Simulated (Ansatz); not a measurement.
# CsPbCl3: the cost of one run

Program: Ansatz 0.2.0. Level of theory: DFT PBEsol, scalar-relativistic, plane waves, PAW. These are calculated values, not measurements.

2 further runs of the same task are left out: 2 that didn't finish.

## 1. The starting structure

Symmetry: Pm-3m, No. 221, cubic system. Conventional cell: a = 5.619 Å, b = 5.619 Å, c = 5.619 Å, α = 90.00°, β = 90.00°, γ = 90.00°. Cs (site symmetry m-3m) is surrounded by 12 Cl at 3.97 Å. Pb (site symmetry m-3m) has 6 Cl at 2.81 Å as nearest neighbours. Cl (site symmetry 4/mmm) has 2 Pb at 2.81 Å and 4 Cs at 3.97 Å as nearest neighbours.

As a file:

```cif
data_structure
_symmetry_space_group_name_H-M 'Pm-3m'
_symmetry_Int_Tables_number 221
_cell_length_a 5.6188
_cell_length_b 5.6188
_cell_length_c 5.6188
_cell_angle_alpha 90.000
_cell_angle_beta 90.000
_cell_angle_gamma 90.000
_cell_volume 177.39
loop_
_atom_site_label
_atom_site_type_symbol
_atom_site_symmetry_multiplicity
_atom_site_Wyckoff_symbol
_atom_site_fract_x
_atom_site_fract_y
_atom_site_fract_z
_atom_site_occupancy
Cs1 Cs 1 b 0.50000 0.50000 0.50000 1
Pb1 Pb 1 a 0.00000 0.00000 0.00000 1
Cl1 Cl 3 d 0.00000 0.00000 0.50000 1
```

It goes back to an entry of the Materials Project, which need not be the stable form.

This cell was relaxed beforehand with the same method: volume 35.48 Å³/atom, gap on the mesh 1.83 eV.

## 2. The reference cell

Reference values: F = -20530.6241 eV; pressure 0.00 GPa; largest force 0.000 eV/Å; gap on the mesh 1.83 eV. It was computed beforehand with the settings of the runs below.

## 3. Next: a strain scan

The cell is strained by ε times the Voigt pattern (0, 0, 0, 1, 0, 0) (xx, yy, zz, yz, xz, xy; engineering shear), with fractional coordinates fixed (clamped ions). The stress on the pattern is the sum of the stress components weighted by it, tension positive.

## 4. Point ε = -0.1000

Contents of input.yaml:

```yaml
crystal:
  lattice:
    - [3.9732055433, 2.1317415331, 3.1290985734]
    - [-3.9732055433, 2.1317415331, 3.1290985734]
    - [0.0, -4.7500523368, 3.4731882669]
  atoms:
    - { symbol: Cs, position: [0.5, 0.5, 0.5] }
    - { symbol: Pb, position: [0.0, 0.0, 0.0] }
    - { symbol: Cl, position: [0.5, 0.0001652038, 0.9998347962] }
    - { symbol: Cl, position: [0.0001652038, 0.9998347962, 0.5] }
    - { symbol: Cl, position: [0.9998347962, 0.5, 0.0001652038] }
basis:
  ecutwfc: 420
kpoints:
  mp_grid: { grid: [6, 6, 6] }
hamiltonian:
  xc: pbesol
scf:
  occupations: { method: gaussian, width: 0.05 }
output:
  forces: true
  stress: true
  eigenvalues: true
```

Run with:

```
> ansatz run input.yaml --threads 1 --pin off --max-ram 2560MiB --backend cpu --events-out ev --progress --plain --runs-dir out
```

What time and memory should one allow on 1 thread of Intel Xeon at 2.50GHz (Skylake/Cascade Lake), shared host?

About 68 s, with a peak of 0.56 GiB.
